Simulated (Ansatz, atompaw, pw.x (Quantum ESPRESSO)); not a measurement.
terbium: does the PAW (atompaw) potential hold in the solid?

* Element: terbium
* Generator: atompaw 4.2.0.5
* Type: PAW
* Functional: PBE
* Relativity: scalar-relativistic
* Frozen core: [Kr] 4d10
* Valence charge: 19
* Reference configuration: 4f9 5s2 5p6 5d0 6s2 6p0
* Partial waves: 5s (bound): rc 2.30 bohr; 6s (bound): rc 2.35 bohr; 5p (bound): rc 2.05 bohr; 6p (bound, empty): rc 2.35 bohr; 5d (bound, empty): rc 2.10 bohr; 5d channel at 1.25 Ry: rc 2.10 bohr; 4f (bound): rc 1.60 bohr; 4f channel at 2.55 Ry: rc 1.60 bohr
* Local potential: troulliermartins scheme with l = 4 at 1 Ry, radius 1.85 bohr
* Core correction: smooth core density matched at 1.60 bohr
* Augmentation charge: besselshape compensation charge, radius 2.30 bohr; PAW radius 2.35 bohr; waves and projectors: custom polynom vanderbiltortho

Crystal test: sc Tb in pw.x 7.5, no spin, 10³ k-points, Fermi–Dirac smearing 0.01 Ry, cutoffs 145/900 Ry. The reference is all-electron LAPW (Ansatz 0.2.0) with the same functional, mesh and smearing; V0 and B0 come from Birch–Murnaghan fits to the pressures at five volumes. Errors are pseudo minus all-electron; Δ is the rms difference of the E(V) curves that follow from these fits, minima aligned, over ±6 % about the mean V0. Mesh and smearing are coarse, so the numbers serve the comparison and aren't converged zero-temperature values; the lattice is a test structure that the element need not adopt. Spin polarisation and strong correlation are left out, which matters for this element.

```
V (Å³/atom)  P all-electron (GPa)  P pseudo (GPa)
     31.290                  0.60            0.82
     32.114                  0.29            0.51
     32.937                  0.00            0.15
     33.760                 -0.26           -0.20
     34.584                 -0.50           -0.36
```

All-electron: a0 = 3.206 Å (V0 = 32.94 Å³/atom), B0 = 10.9 GPa.

Pseudopotential: mean pressure error (GPa): +0.16; a0 (Å): 3.218; a0 error (%): +0.39; B0 error (%): +5.1; Δ (meV/atom): 1.0.

Question: At the middle volume, how do free energy and pressure move when the wave cutoff is lowered (ecutrho held at 900 Ry)?

Answer:

| cutoff (Ry) | shift of F (meV/atom) | shift of P (GPa) |
| --- | --- | --- |
| 65 | +235.4 | -4.16 |
| 87 | +26.5 | -0.16 |
| 116 | +6.9 | -0.37 |

The run at the middle volume (56 k-points, 28 iterations) took about 4.2 min on one core of a shared host (Intel(R) Xeon(R) 6975P-C, 192 threads, 378 GiB, load 66).
